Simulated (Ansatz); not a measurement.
## SiC (F-43m), random displacements

All numbers below come from Ansatz, DFT PBE, scalar-relativistic, plane waves, PAW. Cutoff 420 eV, Γ-centred 6×6×6 k-points, Gaussian smearing of 0.05 eV. No spin polarisation. Energies are free energies at this smearing, counted from the undisturbed cell; pressure is positive in compression.

The undisturbed cell (as given, not relaxed at this level):

```
Si C
1.0
     4.34800    0.00000    0.00000
     0.00000   -4.34800    0.00000
     0.00000    0.00000   -4.34800
Si C
4 4
Direct
  0.00000 0.50000 0.50000
  0.50000 0.00000 0.50000
  0.50000 0.50000 0.00000
  0.00000 0.00000 0.00000
  0.75000 0.75000 0.75000
  0.25000 0.25000 0.75000
  0.25000 0.75000 0.25000
  0.75000 0.25000 0.25000
```

The atoms are displaced (Å, in the unstrained cell):

```
atom ux uy uz
 Si1   0.091   0.101   0.001
 Si2  -0.050   0.039   0.006
 Si3  -0.051  -0.366   0.248
 Si4  -0.028  -0.113   0.049
  C5   0.135  -0.060   0.082
  C6  -0.135   0.236   0.314
  C7   0.076  -0.046  -0.111
  C8  -0.039   0.210  -0.589
```

The cell is not strained.

(1) What are the energy change, the stress and the forces?

Answers

(1) ΔE = 1112.5 meV/atom; stress (xx, yy, zz, yz, xz, xy; compression positive) (47.96, 38.18, 16.41, -7.77, 2.91, -13.68) GPa.
```
atom Fx (eV/Å) Fy Fz
 Si1      -2.31  -3.56   1.43
 Si2      -3.09   6.46  -2.88
 Si3      -1.19   3.74  -2.47
 Si4      -0.36   1.07  -3.04
  C5       0.10   1.03  -1.31
  C6       0.69  -3.26  -7.44
  C7      -2.73   2.80   5.36
  C8       8.89  -8.28  10.34
```

Cost: 1 run of about 0.36 core-minutes, on Arm Neoverse V2 (shared hosts).